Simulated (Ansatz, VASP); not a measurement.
**Si: VASP and Ansatz over several settings**

```
CELL_PARAMETERS angstrom
0.00000 2.75767 2.75767
2.75767 0.00000 2.75767
2.75767 2.75767 0.00000
ATOMIC_POSITIONS crystal
Si 0.50000 0.50000 0.50000
Si 0.75000 0.75000 0.75000
```

Change from the starting cell: volume scaled by 1.04.

Single points on this cell with VASP 6.6.1 and Ansatz 0.2.0. Each row is one pair of runs. Alike in all rows: spin: off; k mesh: 8 × 8 × 8; smearing: fermi-dirac, width 0.05 eV; VASP's potentials, cutoff: VASP PAW PBE potentials, release 64 (Si), 520 eV.

| level | Ansatz's potentials, cutoff | gap on the k mesh at the Fermi level (eV), VASP | gap on the k mesh at the Fermi level (eV), Ansatz | least direct gap on the mesh (eV), VASP | least direct gap on the mesh (eV), Ansatz | pressure (GPa), VASP | pressure (GPa), Ansatz |
| --- | --- | --- | --- | --- | --- | --- | --- |
| PBE | Ansatz PAW, 420 eV | 0.69 | 0.69 | 2.53 | 2.53 | -2.1 | -2.1 |
| PBE | PseudoDojo standard (PBE files), 490 eV | 0.69 | 0.69 | 2.53 | 2.53 | -2.1 | -2.1 |
| PBE | JTH PAW, 390 eV | 0.69 | 0.70 | 2.53 | 2.54 | -2.1 | -2.2 |
| PBE | Ansatz NC, 490 eV | 0.69 | 0.68 | 2.53 | 2.53 | -2.1 | -2.1 |
| r2SCAN | Ansatz PAW, 500 eV | 0.88 | 0.87 | 2.74 | 2.72 | -3.7 | -3.5 |

Gap on the k mesh at the fermi level (eV): the two programs differ by at most 0.014; least direct gap on the mesh (eV): the two programs differ by at most 0.014; pressure (GPa): the two programs differ by at most 0.22.

Caveats: the PAW data sets were made with another functional, which shifts forces and pressure a little (VASP); the PAW data sets come from PBE, with cores solved anew for the run's functional, which leaves a small shift of forces and pressure (Ansatz).
